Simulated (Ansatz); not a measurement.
# NiO (F-43m) in Ansatz: relaxation of the atoms with PBE

Aim: the relaxation of the atoms of NiO with PBE.

Program: Ansatz 0.2.0. These are calculated values, not measurements. Logs are shortened: lines on timing, memory, paths and dates and some standing lists are left out, and cuts for length are marked.

## (1) The crystal as given

It takes space group F-43m (No. 216, cubic). Conventional cell: a = 4.481 Å, b = 4.481 Å, c = 4.481 Å, α = 90.00°, β = 90.00°, γ = 90.00°. Ni (site symmetry -43m) has 4 O at 1.94 Å as nearest neighbours. O (site symmetry -43m) has 4 Ni at 1.94 Å as nearest neighbours.

The cell was built by a generator and needn't be a form met in nature.

## (2) Relaxation of the atoms, PBE, collinear spin, ferromagnetic start

input.yaml reads:

```yaml
crystal:
  lattice:
    - [0.0, 2.24063, 2.24063]
    - [2.24063, 0.0, 2.24063]
    - [2.24063, 2.24063, 0.0]
  atoms:
    - { symbol: Ni, position: [0.0, 0.0, 0.0], spin: 1.0 }
    - { symbol: O, position: [0.75, 0.75, 0.75] }
hamiltonian:
  xc: pbe
  pseudopotentials: { kind: paw }
magnetization:
  spin_polarized: true
kpoints:
  mp_grid: { grid: [7, 7, 7] }
scf:
  occupations: { method: fermi_dirac, width: 0.05 }
output:
  forces: true
  stress: true
  eigenvalues: true
  write_density: true
  write_potential: true
  elf: true
  volumetric_format: npy
relax:
  f_tol: 0.01
  max_steps: 40
```

Potentials or basis: Ansatz PAW.

Run with:

```bash
> ansatz run input.yaml --threads 2 --pin off --max-ram 5632MiB --backend cpu --events-out ev --progress --plain --runs-dir out
```

Standard output:

```text
Warning: output.stress: scf.convergence.dr2_threshold = 1e-7 eV (the SCF's general default) is looser than the 2e-10 eV advised for a printed stress (1e-10 eV for each atom of the cell: 2). What an SCF threshold leaves in a stress goes as its square root, and in the free energy as the threshold itself, and one threshold admits the most on a small cell: of the crystals measured, under no hybrid functional and no lock of the moments, on runs that ended without the residual-converged pass, on stresses that held no estimate of that error, the worst erred by over 100 MPa in a component at 1e-7 eV an atom and by under 5 at 1e-10. Every solve of this run answers to scf.convergence.dr2_threshold, and the tensor of one is reported: a single SCF on the reported geometry and on this run's grids (its basis.xc_grid and basis.ecutrho_ratio typed), with scf.convergence.dr2_threshold at 2e-10 eV or tighter, prints it and tightens no other solve. Else set scf.convergence.dr2_threshold to 2e-10 eV or tighter. The threshold is an SCF's pass mark: one that does not reach it within its budget of iterations ends unconverged, or closes short of it on a stop that the run arms, and scf.convergence.dr2_threshold's page says what that costs each kind of run
Warning: RAYON_NUM_THREADS=2 ignored (pool sized by the plan → 2); use --threads N
Engine: ansatz 0.2.0, aarch64-unknown-linux-gnu
Pseudopotentials: kind: paw
Pseudopotential: Ni, paw, valence charge 18, recommended cutoff 420 eV (normal), Ni.paw.azcp
Pseudopotential: O, paw, valence charge 6, recommended cutoff 420 eV (normal), O.paw.azcp
Functional definition: PBE
  parameter kappa = 0.804
  parameter beta = 0.06672455060314922
  exchange = pbe_x(kappa = kappa, mu = beta*pi^2/3)
  correlation = pbe_c(beta = beta)
Crystal: 2 atoms, lattice volume = 22.498 Å³
Basis set: ecut = 420 eV, 459 PW (Γ), exchange–correlation on 48×48×48 points (8 copies of the dense FFT grid, shifted against one another)
Bands: 17, of which v1, the nominal top of the filled ones, is band 12 counted from 1 (11 counted from 0)
Symmetry: 24 space group operations
Space group: F-43m (ITA 216), of the structure as read, at distance tolerance 2.8e-5 Å
Magnetic group: BNS 216.74 (UNI 1576), of the structure as read, at distance tolerance 2.8e-5 Å
k-points: 20 of 343 (time reversal used)
Non-local potential: Ni, projectors of the file, l = 0: 3, l = 1: 2, l = 2: 3, l = 3: 1
Non-local potential: O, projectors of the file, l = 0: 2, l = 1: 2, l = 2: 1
PAW form: soft (Blöchl's): semilocal exchange-correlation on the pseudo side does not see the compensation charge
PAW one-centre angular grid: Ni, 590 points (default); XC on 64 Gauss nodes
PAW one-centre angular grid: O, 110 points (default); XC on 64 Gauss nodes
Initial density: superposition of atomic densities (chi_scale 0.1, normalization cell, long waves kept (reshape's long-wave potential 0.00 eV rms))
Starting moments: Σ|m| = 1 μB on 1 of 2 sites
Initial wavefunctions: pseudopotential atomic-orbital guess
Functional: x = pbe(κ = 0.804, μ = 0.2195149727645171), c = pbe(β = 0.06672455060314922)
SCF iter   1: F=—  HF=-6404.876142 eV  |F-HF|=—  |Δ(HF+E_count)|=         —  Δρ=1.04e-1 (↑1.01e-1 ↓1.04e-1)  dr2=6.62e0  dr2_m=7.54e-2  M=1.176 μB ∫|m|=1.176 μB  β_m=0.30  ethr=3.10e-3  ⟨swp⟩=5.7  Hψ=3070  notcnv=0
Mixer restart at iter 1: flushing history
preconditioner: auto → none  [metal: Δε(μ)=0.005 eV  Ē_g=13.349 eV  σ=0.050 eV  W_gap=0.02  n_scr=8 (ndim 8)  ℏωp=31.3 eV  f_vac=0.000  D(μ)=2.44/eV (n_scr^D=26)  sad-step TF]
SCF iter   2: F=—  HF=-6405.369607 eV  |F-HF|=—  |Δ(HF+E_count)|=   4.93e-1  Δρ=4.47e-2 (↑4.47e-2 ↓3.32e-2)  dr2=8.05e-1  dr2_m=1.12e-1  M=1.302 μB ∫|m|=1.303 μB  β_m=0.36  ethr=3.10e-3  ⟨swp⟩=3.0  Hψ=1787  notcnv=0  defer=4
SCF iter   3: F=—  HF=-6405.647022 eV  |F-HF|=—  |Δ(HF+E_count)|=   2.77e-1  Δρ=2.47e-2 (↑2.47e-2 ↓2.36e-2)  dr2=1.69e-1  dr2_m=7.28e-2  M=1.372 μB ∫|m|=1.375 μB  β_m=0.60  ethr=3.10e-3  ⟨swp⟩=2.0  Hψ=1182  notcnv=0  defer=2
[... 9 lines left out ...]
SCF iter  12: F=-6405.817868 eV  HF=-6405.817868 eV  |F-HF|=2.95e-10  |Δ(HF+E_count)|=  1.57e-10  Δρ=1.45e-6 (↑1.48e-7 ↓1.45e-6)  dr2=3.28e-10  dr2_m=1.09e-10  M=1.891 μB ∫|m|=1.912 μB  ethr=1.80e-11  ⟨swp⟩=5.0  Hψ=3462  notcnv=0
SCF 1 converged in 12 iterations: F = -6405.817868 eV  dr2 = 3.28e-10
relax step   1: F+E_penalty+E_count = -6405.81786817 eV  Δ(F+E_penalty+E_count) = +0.000e0 eV  max|allowed force component| = 1.018e-16 eV/Å  Δτ_max = 0.0000 Å  (12 SCF iters, accepted)
SCF converged after 12 iterations
Magnetization: 1.8912 μB (12.9456 up, 11.0544 down)
Absolute magnetization: 1.9125 μB (∫|ρ↑−ρ↓|, with the PAW one-centre terms)
Spin contamination: 0.0067 ħ² per cell (⟨S²⟩ above its minimum at these occupations)
Per-site moments (μB) at R_I (Å): [(1.4396088908938127, 0.8004325314486292), (0.35641105109949983, 0.8004325314486292)]
Free energy (F): -6405.817868 eV
Harris-Foulkes:  -6405.817868 eV  (|F-HF|=2.95e-10)
Internal energy: -6405.801272 eV  (E = F + TS)
E sigma→0 (E₀):  -6405.809570 eV
Entropy (-TS):   -0.016596 eV (-8.298 meV/atom)
Fermi energy:    10.912000 eV
--- Per-component energies (eV) ---
  E_band       = -414.077544
  E_kinetic    = 450.339212
  E_local      = -4549.417600  (includes V_loc(G=0)·N_el)
  E_nonlocal   = 689.333636
  E_hartree    = 1878.915596
  E_xc         = -155.557464
  E_vxc        = -199.466767  (∫ρ·V_xc dr)
  E_paw        = -1789.257534  (= ΣΔE_a)
  E_vpaw       = -562.701699  (= ΣTr[D̂ρ^β])
  E_aug_tail   = 0.003157  (compensation charges beyond the density's cutoff)
  E_ewald      = -2930.160275
  E_smearing   = -0.016596  (= −TS)
  E_closure    = 0.000000  (closes the sum)
  Σ components = -6405.817868   (vs F -6405.817868, Δ=0.00e0)
--- Forces (eV/Å), atoms counted from 1 ---
  atom   1  Ni     0.00000000    -0.00000000     0.00000000
  atom   2  O     -0.00000000     0.00000000    -0.00000000
  max |Σ_I F_I| component: 5.55e-17 eV/Å
--- Stress (GPa, compression-positive) ---
       -0.273664      -0.000000       0.000000
       -0.000000      -0.273664      -0.000000
        0.000000      -0.000000      -0.273664
  P = ⅓ Tr σ = -0.2737 GPa (-2.737 kbar)
--- Band table (eV; the first three rows and the last of 40) ---
  k-point 0 ↑: bands = ["-93.6667", "-54.0419", "-54.0419", "-54.0419", "-9.0933", "4.8817", "4.8817", "4.8817", "8.4869", "8.4869", "11.0696", "11.0696", "11.0696", "11.2810", "25.1450", "25.1450", "25.1450"]
  k-point 1 ↑: bands = ["-93.6665", "-54.0444", "-54.0423", "-54.0423", "-8.9745", "4.6069", "4.9522", "4.9522", "8.4539", "8.4539", "10.3366", "10.9491", "10.9491", "12.3842", "23.3947", "25.2882", "25.2882"]
  k-point 2 ↑: bands = ["-93.6661", "-54.0500", "-54.0432", "-54.0432", "-8.6998", "4.1744", "5.1015", "5.1015", "8.4426", "8.4426", "9.3083", "10.6320", "10.6320", "14.2475", "20.7498", "25.1400", "25.1400"]
  k-point 19 ↓: bands = ["-91.8282", "-52.2637", "-52.2613", "-52.2574", "-7.6190", "5.0446", "5.5603", "6.3508", "9.2985", "9.7035", "10.0458", "10.7198", "11.2815", "18.4627", "20.7363", "21.5045", "23.8750"]
--- Relaxed structure (1 steps of the walk, 1 accepted, 0 SCFs on fresh bases) ---
  F+E_penalty+E_count = -6405.81786817 eV   max|allowed force component| = 1.018e-16 eV/Å
  atoms:
    - { symbol: Ni, position: [0.0, 0.0, 0.0] }
    - { symbol: O, position: [0.7500000000000001, 0.7500000000000001, 0.7500000000000001] }
```

rho_z.tsv:

```text
# z_ang	rho[e/angstrom^3]	rho_spin[e/angstrom^3]
# format = ansatz-planar-average/11
# lattice	0.000000000	2.240630000	2.240630000
# lattice	2.240630000	0.000000000	2.240630000
# lattice	2.240630000	2.240630000	0.000000000
# sites	2
# site	28	0.000000000	0.000000000	0.000000000
# site	8	3.360945000	3.360945000	3.360945000
0.000000	2.954387e0	2.859843e-1
0.132030	2.659887e0	2.526462e-1
0.264061	2.044458e0	1.812794e-1
0.396091	1.369901e0	1.142304e-1
0.528122	8.355699e-1	6.826836e-2
0.660152	4.921751e-1	3.906075e-2
0.792182	2.987699e-1	2.035275e-2
0.924213	2.006413e-1	8.539181e-3
1.056243	1.587524e-1	2.003979e-3
1.188274	1.492548e-1	-5.082117e-4
1.320304	1.611775e-1	-4.896223e-4
1.452334	1.934120e-1	1.836948e-3
1.584365	2.498539e-1	6.751559e-3
1.716395	3.377870e-1	1.467486e-2
1.848425	4.617719e-1	2.630935e-2
1.980456	6.117419e-1	4.029762e-2
2.112486	7.660515e-1	5.375713e-2
2.244517	9.104521e-1	6.493776e-2
2.376547	1.050217e0	7.370939e-2
2.508577	1.215029e0	8.301123e-2
2.640608	1.462547e0	9.964797e-2
2.772638	1.851001e0	1.334246e-1
2.904669	2.357685e0	1.911863e-1
3.036699	2.809958e0	2.566096e-1
```

Run time: 1.8 s. Hardware: 2 threads of Arm Neoverse V2, shared host; peak memory 0.29 GiB.

What came out:

```
Free energy             : -6405.8179 eV
Pressure after relaxing : -0.3 GPa
Band gap on the k mesh  : none (metal or under the smearing width)
Net moment              : 1.89 μB per cell
Absolute moment         : 1.91 μB per cell
Site moments            : Ni +1.44; O +0.36 μB
```

Final structure:
```yaml
crystal:
  lattice:
    - [0.00000, 2.24063, 2.24063]
    - [2.24063, 0.00000, 2.24063]
    - [2.24063, 2.24063, 0.00000]
  atoms:
    - { symbol: Ni, position: [0.00000, 0.00000, 0.00000] }
    - { symbol: O, position: [0.75000, 0.75000, 0.75000] }
```

Caveat: the relaxation stopped at its first step, so nothing moved; the pressure holds a Pulay correction of +0.6 GPa for the finite cutoff; a cell with one magnetic atom can't hold antiferromagnetic order, which such compounds often take; semilocal functionals often make such compounds metallic where correlation or magnetic order opens a gap, which also shifts bond lengths; the thresholds are loose for stress.
